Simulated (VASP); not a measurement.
Set up this calculation in VASP 6.6.1, as the native input.

```
Task                   : single point
Functional             : PBEsol
Potentials or basis    : VASP PAW PBE potentials, release 64 (Nb_sv, P)
Cutoff                 : 520 eV
k mesh                 : 12 × 12 × 10
Occupations            : fermi-dirac, width 0.1 eV
Spin                   : no spin polarisation
Dipole correction      : no
Further INCAR settings : ALGO = Fast; EDIFF = 1e-06; NBANDS = 16
```

The structure of NbP lies in POSCAR:

```
NbP
1.0
    3.2668293900      0.0000000000      0.0000000000
   -1.6334152000      2.8291571400      0.0000000000
    0.0000000000      0.0000000000      3.2343938800
Nb P
1 1
Direct
    0.0000000000      0.0000000000      0.0000000000
    0.3333000000      0.6667000000      0.5000000000
```

The cell was built by a generator and needn't be a form met in nature.

One way to write it, as run:

INCAR

```
SYSTEM = NbP
ALGO = Fast
EDIFF = 1E-6
ENCUT = 520
GGA = PS
ISIF = 2
ISMEAR = -1
LASPH = .TRUE.
LCHARG = .FALSE.
LREAL = .FALSE.
LWAVE = .FALSE.
NBANDS = 16
NELM = 100
PREC = Accurate
SIGMA = 0.1
```

KPOINTS

```
k-points
0
G
  12 12 10
  0 0 0
```

Potentials or basis: VASP PAW PBE potentials, release 64 (Nb_sv, P).

Launch:

```bash
$ cat potpaw_PBE.64/Nb_sv/POTCAR potpaw_PBE.64/P/POTCAR > POTCAR
$ mpirun -np 1 vasp_std > vasp.out
```

It gave:

```yaml
Pressure: 9.9 GPa
Band_gap_on_the_k_mesh: none (metal or under the smearing width)
```

Caveat: the PAW data sets were made with another functional, which shifts forces and pressure a little.

It took 81 s on 1 thread of Intel(R) Xeon(R) Platinum 8488C (Sapphire Rapids), on a shared host, peak memory 0.23 GiB.
